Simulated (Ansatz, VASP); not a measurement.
Two plane-wave programs on HfO2

File INCAR:

```
PREC = Accurate
ENCUT = 520
EDIFF = 1E-7
ISMEAR = 0
SIGMA = 0.1
LREAL = False
LASPH = True
NELM = 100
ALGO = Normal
ISIF = 2
LWAVE = False
LCHARG = True
GGA = PS
LELF = True
LVHAR = True
NBANDS = 56
```

Contents of KPOINTS:

```
regular mesh
0
Gamma
  4 4 4
```

POSCAR

```
HfO2
1.0
    5.1180000000      0.0000000000      0.0000000000
    0.0000000000      5.1857000000      0.0000000000
   -0.8586630598      0.0000000000      5.2138671406
Hf O
4 8
Direct
    0.2755000000      0.0397000000      0.2080000000
    0.7245000000      0.5397000000      0.2920000000
    0.7245000000      0.9603000000      0.7920000000
    0.2755000000      0.4603000000      0.7080000000
    0.4487000000      0.7581000000      0.4801000000
    0.5513000000      0.2581000000      0.0199000000
    0.5513000000      0.2419000000      0.5199000000
    0.4487000000      0.7419000000      0.9801000000
    0.0742000000      0.3316000000      0.3467000000
    0.9258000000      0.8316000000      0.1533000000
    0.9258000000      0.6684000000      0.6533000000
    0.0742000000      0.1684000000      0.8467000000
```

Input for Ansatz:

```yaml
crystal:
  lattice:
    - [5.118, 0.0, 0.0]
    - [0.0, 5.1857, 0.0]
    - [-0.8586630598, 0.0, 5.2138671406]
  atoms:
    - { symbol: Hf, position: [0.2755, 0.0397, 0.208] }
    - { symbol: Hf, position: [0.7245, 0.5397, 0.292] }
    - { symbol: Hf, position: [0.7245, 0.9603, 0.792] }
    - { symbol: Hf, position: [0.2755, 0.4603, 0.708] }
    - { symbol: O, position: [0.4487, 0.7581, 0.4801] }
    - { symbol: O, position: [0.5513, 0.2581, 0.0199] }
    - { symbol: O, position: [0.5513, 0.2419, 0.5199] }
    - { symbol: O, position: [0.4487, 0.7419, 0.9801] }
    - { symbol: O, position: [0.0742, 0.3316, 0.3467] }
    - { symbol: O, position: [0.9258, 0.8316, 0.1533] }
    - { symbol: O, position: [0.9258, 0.6684, 0.6533] }
    - { symbol: O, position: [0.0742, 0.1684, 0.8467] }
basis:
  ecutwfc: 420
kpoints:
  mp_grid: { grid: [4, 4, 4] }
hamiltonian:
  xc: pbesol
scf:
  occupations: { method: gaussian, width: 0.1 }
output:
  forces: true
  stress: true
  eigenvalues: true
```

Alike in both runs: task single point; functional PBEsol; k mesh 4 × 4 × 4; occupations gaussian, width 0.1 eV; no spin polarisation.

|  | VASP | Ansatz |
| --- | --- | --- |
| version | VASP 6.6.1 | Ansatz 0.2.0 |
| potentials or method | VASP PAW PBE potentials, release 64 (Hf_pv, O) | scalar-relativistic, plane waves, PAW |
| plane-wave cutoff (eV) | 520 | 420 |
| valence electrons in the cell | 88 | 152 |

```tsv
	VASP	Ansatz	Ansatz less VASP
gap on the k mesh at the Fermi level (eV)	4.01	4.05	+0.036
least direct gap on the mesh (eV)	4.10	4.14	+0.040
pressure (GPa)	-4.6	-1.6	+2.99
largest component of the traceless stress (GPa)	0.64	0.64	-0.001
rms of the force components (eV/Å)	0.158	0.169	+0.0104
```

Atom by atom the forces differ by 0.031 eV/Å (rms over components). With one functional, cell and mesh, what is left measures potentials, basis and numerics. The two sets of potentials don't hold the same shells in valence.

Caveats: the PAW data sets were made with another functional, which shifts forces and pressure a little (VASP); spin-orbit coupling is left out, which moves the levels of the heavy elements. As with any semilocal functional, this PBEsol gap is likely too small. A k mesh can miss the band edges.
